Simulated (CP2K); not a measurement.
Runs of CP2K 2026.2 on TiO2. The typed cell holds 6 atoms: a = 5.666 Å, b = 5.414 Å, c = 5.837 Å, α = 138.86°, β = 141.70°, γ = 58.24°. 

```tsv
potentials or basis	quickstep method	MIXING ALPHA	ADDED_MOS	CUTOFF of the grids	gap on the mesh (eV)	pressure (GPa)	largest force (eV/Å)
GTH_POTENTIALS Ti GTH-PBE-q12, O GTH-PBE-q6; TZVP-MOLOPT-SR-GTH, TZVP-MOLOPT-GTH basis	GPW	0.4	[24]	700 Ry	1.93	-4.1	1.19
GTH_POTENTIALS Ti GTH-PBE-q12, O GTH-PBE-q6; DZVP-MOLOPT-SR-GTH basis	GPW	0.4	[24]	700 Ry	1.89	-4.4	1.21
all electrons (GAPW); pob-DZVP-rev2 basis	GAPW	0.2	[24]	500 Ry	1.88	-5.8	(a)
POTENTIAL_UZH Ti GTH-PBE-q12, O GTH-PBE-q6; ccGRB-D basis	GPW	0.4	[24]	700 Ry	1.86	-3.2	1.21
POTENTIAL_UZH Ti GTH-PBE-q12, O GTH-PBE-q6; DZVP-MOLOPT-PBE-GTH basis	GPW	0.4	[24]	700 Ry	1.92	-3.6	1.20
POTENTIAL_UZH Ti GTH-PBE-q12, O GTH-PBE-q6; TZVP-MOLOPT-PBE-GTH basis	GPW	0.4	[24]	700 Ry	1.92	-3.9	1.20
GTH_POTENTIALS Ti GTH-PBE-q12, O GTH-PBE-q6; SZV-MOLOPT-SR-GTH basis	GPW	0.4	[12]	700 Ry	1.30	(b)	1.26
```

Alike in all rows: task single point; level PBE; no spin polarisation; cell all atoms moved at random; k mesh 8 × 8 × 10; smearing fermi-dirac 0.05 eV.

Problem. Fill in the values left out.

Solution. (a) 1.22; (b) -3.3.

Caveats: the basis of atomic orbitals isn't converged, which shifts pressures, moduli and gaps; forces of over 1 eV/Å show positions far from the minimum, so gaps and moduli don't describe the material at rest; all-electron without relativistic terms, which shifts volumes and levels from the 3d row on (some runs); a minimal basis gives rough bond lengths, pressures and levels (some runs).

A k mesh can miss the band edges.

The runs don't all hold the same shells in valence.
